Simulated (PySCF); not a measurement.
A side-by-side comparison of computed properties.

First species: Br₂.
Numbering: `[Br:1][Br:2]`

Second species: C₂H₄O₂.
SMILES: `C(=O)(O)C`

Levels: wB97X-D/def2-SVPD for dipole moment, HOMO energy, LUMO energy, HOMO–LUMO gap, static isotropic polarisability and electronic spatial extent ⟨r²⟩ about the centre of nuclear charge; TDDFT wB97X-D/def2-SVPD for lowest singlet excitation; TDA wB97X-D/def2-SVPD for lowest triplet excitation (Tamm–Dancoff); ΔSCF wB97X-D/def2-SVPD for vertical ionisation energy; PBE0-D3(BJ)/def2-SVP for smallest rotational constant. Geometries: PBE0-D3(BJ)/def2-SVP. Each species is one conformer at its optimised geometry, gas phase, non-relativistic unless stated. Electronic properties by PySCF.

Dipoles, sizes and rotational constants follow the conformer. The torsions of the flexible species, by atom-mapped SMILES:
- `[CH3:1][C:2](=[O:3])[OH:4]`: H–O4–C2–C1 -179°

**Question.** Which of the two has the higher static isotropic polarisability, and by how much?

**Answer.** The first: 44.9 au against 33.4 au, a difference of 11.5 au.

**Question.** Which has the higher HOMO–LUMO gap?

**Answer.** The second: 12.11 eV against 8.00 eV, a difference of 4.11 eV.

**Question.** Which of the two has the higher dipole moment, and by how much?

**Answer.** The second: 1.83 D against 0.00 D, a difference of 1.83 D.

**Question.** Which of the two has the higher vertical ionisation energy, and by how much?

**Answer.** The second: 10.87 eV against 10.80 eV, a difference of 0.07 eV.

**Question.** Which of the two has the higher ⟨r²⟩, and by how much?

**Answer.** The first: 410 bohr² against 252 bohr², a difference of 158 bohr².

**Question.** Which of the two has the higher smallest rotational constant, and by how much?

**Answer.** The second: 5.378 GHz against 2.424 GHz, a difference of 2.954 GHz.

**Question.** Which of the two has the higher T1 energy, and by how much?

**Answer.** The second: 5.47 eV against 2.09 eV, a difference of 3.38 eV.

**Question.** Which has the higher LUMO energy?

**Answer.** The second: 1.90 eV against -2.11 eV, a difference of 4.01 eV.

On the first: The polarisability is 6.65 Å³ as a volume (1 au = 0.148185 Å³), or 0.64 au for each of the 70 electrons. Point group D∞h forbids a permanent dipole, so the rigid molecule has no electric-dipole pure rotational spectrum. The calculation is non-relativistic and has no spin–orbit coupling, an omission that weighs most on bromine.

On the second: The ΔSCF ionisation energy exceeds −ε(HOMO) by 0.66 eV with wB97X-D. In atomic units the dipole is 0.72 e·bohr (1 au = 2.5417 D).
